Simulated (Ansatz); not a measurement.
A calculation with Ansatz 0.2.0 of Fe (ASE script, structure from a CIF):

The input run.py:

```python
import json

import ase.io
import numpy as np
import spglib

import ansatz as az

atoms = ase.io.read("Fe.cif")
cell, frac, numbers = spglib.find_primitive((atoms.cell[:], atoms.get_scaled_positions(), atoms.numbers), symprec=1e-5)
atoms = ase.Atoms(numbers, cell=cell, scaled_positions=frac, pbc=True)
atoms.set_initial_magnetic_moments([-3.14])

calculation = (
    az.Crystal.from_ase(atoms)
    .calculation()
    .kpoints(13, 13, 13)
    .functional("lda")
    .pseudopotentials(kind="paw")
    .hubbard(projectors="atomic", double_counting="fll")
    .hubbard("Fe", "d", u_eff=2.0)
    .spin("collinear")
    .scf(extra_bands=6)
    .occupations(method="fermi_dirac", width=0.05)
    .density()
    .potential()
    .output_files(volumetric_format="npy")
    .electron_localization_function()
    .density_of_states(energy_step=0.05, projected=False, nscf_kmesh=(20, 20, 20))
    .forces()
    .stress()
    .band_table(publish=True)
)
outcome = calculation.run(threads=2, events_out="events.jsonl")

report = outcome.report
for line in open("events.jsonl"):
    event = json.loads(line)
    if event["event"] == "scf_iter":
        d = event["data"]
        print(f"SCF {d['iter']:3d}  HF = {d['harris_foulkes_ev']:.6f} eV  dr2 = {d['dr2_ev']:.2e} eV")
    elif event["event"] in ("relax_step", "md_step"):
        d = event["data"]
        print(f"{event['event']} {d['step']:3d}  E = {d['lagrangian_ev']:.6f} eV")
np.set_printoptions(precision=5, suppress=True, linewidth=110)
print("converged:", report["converged"], "after", report["n_iterations"], "iterations")
print(f"free energy {report['free_energy_ev']:.6f} eV, Fermi level {report['fermi_energy_ev']:.4f} eV")
for key in ("band_edges_ev", "magnetization_mub", "site_moments_mub", "site_moments_nc_mub", "forces_ev_ang",
                "stress_gpa", "kpoints_frac", "eigenvalues_ev"):
    if report.get(key) is not None:
        print(key, np.array(report[key]), sep="\n")
```

Fe.cif

```cif
data_Fe
_cell_length_a 2.76560754
_cell_length_b 2.76560754
_cell_length_c 2.76560754
_cell_angle_alpha 90.00000000
_cell_angle_beta 90.00000000
_cell_angle_gamma 90.00000000
_space_group_name_H-M_alt 'Im-3m'
_space_group_name_Hall '-I 4 2 3'
_space_group_IT_number 229
loop_
_space_group_symop_operation_xyz
'x,y,z'
'-x,-y,-z'
'-y,x,z'
'y,-x,-z'
'-x,-y,z'
'x,y,-z'
'y,-x,z'
'-y,x,-z'
'x,-y,-z'
'-x,y,z'
'-y,-x,-z'
'y,x,z'
'-x,y,-z'
'x,-y,z'
'y,x,-z'
'-y,-x,z'
'z,x,y'
'-z,-x,-y'
'z,-y,x'
'-z,y,-x'
'z,-x,-y'
'-z,x,y'
'z,y,-x'
'-z,-y,x'
'-z,x,-y'
'z,-x,y'
'-z,-y,-x'
'z,y,x'
'-z,-x,y'
'z,x,-y'
'-z,y,x'
'z,-y,-x'
'y,z,x'
'-y,-z,-x'
'x,z,-y'
'-x,-z,y'
'-y,z,-x'
'y,-z,x'
'-x,z,y'
'x,-z,-y'
'-y,-z,x'
'y,z,-x'
'-x,-z,-y'
'x,z,y'
'y,-z,-x'
'-y,z,x'
'x,-z,y'
'-x,z,-y'
'x+1/2,y+1/2,z+1/2'
'-x+1/2,-y+1/2,-z+1/2'
'-y+1/2,x+1/2,z+1/2'
'y+1/2,-x+1/2,-z+1/2'
'-x+1/2,-y+1/2,z+1/2'
'x+1/2,y+1/2,-z+1/2'
'y+1/2,-x+1/2,z+1/2'
'-y+1/2,x+1/2,-z+1/2'
'x+1/2,-y+1/2,-z+1/2'
'-x+1/2,y+1/2,z+1/2'
'-y+1/2,-x+1/2,-z+1/2'
'y+1/2,x+1/2,z+1/2'
'-x+1/2,y+1/2,-z+1/2'
'x+1/2,-y+1/2,z+1/2'
'y+1/2,x+1/2,-z+1/2'
'-y+1/2,-x+1/2,z+1/2'
'z+1/2,x+1/2,y+1/2'
'-z+1/2,-x+1/2,-y+1/2'
'z+1/2,-y+1/2,x+1/2'
'-z+1/2,y+1/2,-x+1/2'
'z+1/2,-x+1/2,-y+1/2'
'-z+1/2,x+1/2,y+1/2'
'z+1/2,y+1/2,-x+1/2'
'-z+1/2,-y+1/2,x+1/2'
'-z+1/2,x+1/2,-y+1/2'
'z+1/2,-x+1/2,y+1/2'
'-z+1/2,-y+1/2,-x+1/2'
'z+1/2,y+1/2,x+1/2'
'-z+1/2,-x+1/2,y+1/2'
'z+1/2,x+1/2,-y+1/2'
'-z+1/2,y+1/2,x+1/2'
'z+1/2,-y+1/2,-x+1/2'
'y+1/2,z+1/2,x+1/2'
'-y+1/2,-z+1/2,-x+1/2'
'x+1/2,z+1/2,-y+1/2'
'-x+1/2,-z+1/2,y+1/2'
'-y+1/2,z+1/2,-x+1/2'
'y+1/2,-z+1/2,x+1/2'
'-x+1/2,z+1/2,y+1/2'
'x+1/2,-z+1/2,-y+1/2'
'-y+1/2,-z+1/2,x+1/2'
'y+1/2,z+1/2,-x+1/2'
'-x+1/2,-z+1/2,-y+1/2'
'x+1/2,z+1/2,y+1/2'
'y+1/2,-z+1/2,-x+1/2'
'-y+1/2,z+1/2,x+1/2'
'x+1/2,-z+1/2,y+1/2'
'-x+1/2,z+1/2,-y+1/2'
loop_
_atom_site_label
_atom_site_type_symbol
_atom_site_symmetry_multiplicity
_atom_site_Wyckoff_symbol
_atom_site_fract_x
_atom_site_fract_y
_atom_site_fract_z
_atom_site_occupancy
Fe1 Fe 2 a 0.0000000000 0.0000000000 0.0000000000 1
```

Potentials or basis: Ansatz PAW.

Command:

```console
$ python run.py
```

The cell isn't the ideal one: volume scaled by 0.88.

**Question.** Write the same calculation in another form: native input, structure typed inline.

**Answer.** As run:

The input input.yaml:

```yaml
crystal:
  lattice:
    - [-1.38280377, 1.38280377, 1.38280377]
    - [1.38280377, -1.38280377, 1.38280377]
    - [1.38280377, 1.38280377, -1.38280377]
  atoms:
    - { symbol: Fe, position: [0.0, 0.0, 0.0], spin: -3.14 }
hamiltonian:
  xc: lda
  pseudopotentials: { kind: paw }
  hubbard:
    sites: [{ species: Fe, l: d, u_eff: 2.0 }]
    projectors: atomic
    double_counting: fll
magnetization:
  spin_polarized: true
kpoints:
  mp_grid: { grid: [13, 13, 13] }
scf:
  occupations: { method: fermi_dirac, width: 0.05 }
  n_extra_bands: 6
output:
  forces: true
  stress: true
  eigenvalues: true
  dos: { projected: false, de: 0.05, nscf_kmesh: { grid: [20, 20, 20] } }
```

Potentials or basis: Ansatz PAW.

Run with:

```console
$ ansatz run input.yaml --threads 2 --pin off --max-ram 5120MiB --backend cpu --events-out ev --progress --plain --runs-dir out
```

Both were run:

|  | ASE script, structure from a CIF | native input, structure typed inline |
| --- | --- | --- |
| Pressure | 6.2 GPa | 6.2 GPa |
| Band gap on the k mesh | none (metal or under the smearing width) | none (metal or under the smearing width) |
| Net moment | -2.41 μB per cell | -2.41 μB per cell |
| Absolute moment | 2.49 μB per cell | 2.49 μB per cell |
| Site moments | Fe -2.42 μB | Fe -2.42 μB |
| Density of states at the Fermi level | 0.69 states/eV per cell | 0.69 states/eV per cell |

Keys that steer only the numerical path or the files written may differ.

Caveat: the magnetic or orbital state may not be the lowest; the PAW data sets come from PBE, with cores solved anew for the run's functional, which leaves a small shift of forces and pressure; the U is typed as a test and isn't derived for this compound.
